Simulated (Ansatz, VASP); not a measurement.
# Two plane-wave programs on AlN

The input INCAR:

```
SYSTEM = AlN
PREC     = Accurate       ! precision mode
ENCUT    = 520            ! plane-wave cutoff, eV
EDIFF    = 1E-6           ! SCF threshold, eV
ISMEAR   = -1             ! smearing method
SIGMA    = 0.05           ! smearing width, eV
LREAL    = .False.        ! projectors in reciprocal space
LASPH    = .True.         ! aspherical terms in the spheres
NELM     = 80             ! most SCF steps
ALGO     = Normal         ! electronic algorithm
ISIF     = 2              ! what is computed and relaxed
LWAVE    = .False.        ! write WAVECAR
LCHARG   = .False.        ! write CHGCAR
GGA      = PE             ! functional
NBANDS   = 11             ! bands
```

File KPOINTS:

```
regular mesh
0
Gamma
  11 11 11
  0 0 0
```

The input POSCAR:

```
AlN
1.0
    0.0000000000      2.0345180000      2.0345180000
    2.0345180000      0.0000000000      2.0345180000
    2.0345180000      2.0345180000      0.0000000000
Al N
1 1
Direct
    0.5000000000      0.5000000000      0.5000000000
    0.0000000000      0.0000000000      0.0000000000
```

input.yaml

```yaml
crystal:
  lattice:
    - [0.0, 2.034518, 2.034518]
    - [2.034518, 0.0, 2.034518]
    - [2.034518, 2.034518, 0.0]
  atoms:
    - { symbol: Al, position: [0.5, 0.5, 0.5] }
    - { symbol: "N", position: [0.0, 0.0, 0.0] }
hamiltonian:
  xc: pbe
  pseudopotentials: { kind: paw }
kpoints:
  mp_grid: { grid: [11, 11, 11] }
scf:
  occupations: { method: fermi_dirac, width: 0.05 }
output:
  forces: true
  stress: true
  eigenvalues: true
```

Change from the starting cell: strain = 0.0.

Alike in both runs: task single point; functional PBE; k mesh 11 × 11 × 11; occupations fermi-dirac, width 0.05 eV; no spin polarisation.

```csv
,VASP,Ansatz
version,VASP 6.6.1,Ansatz 0.2.0
potentials or method,"VASP PAW PBE potentials, release 64 (Al, N)",Ansatz PAW
plane-wave cutoff (eV),520,420
valence electrons in the cell,8,8
```

Ansatz gave:

| Item | Value |
| --- | --- |
| gap on the k mesh at the Fermi level (eV) | 4.58 |
| least direct gap on the mesh (eV) | 5.40 |
| pressure (GPa) | 0.3 |

**Question.** What did VASP give for the same quantities?

**Answer.** gap on the k mesh at the Fermi level (eV): 4.55; least direct gap on the mesh (eV): 5.41; pressure (GPa): 0.0.

Caveats: an odd mesh through Γ misses points on the zone boundary, where band edges often lie (VASP); odd divisions of the mesh miss points on the zone boundary, where band edges often lie, so the gap on the mesh can be too wide (Ansatz); the pressure holds a Pulay correction of +0.5 GPa for the finite cutoff (Ansatz).
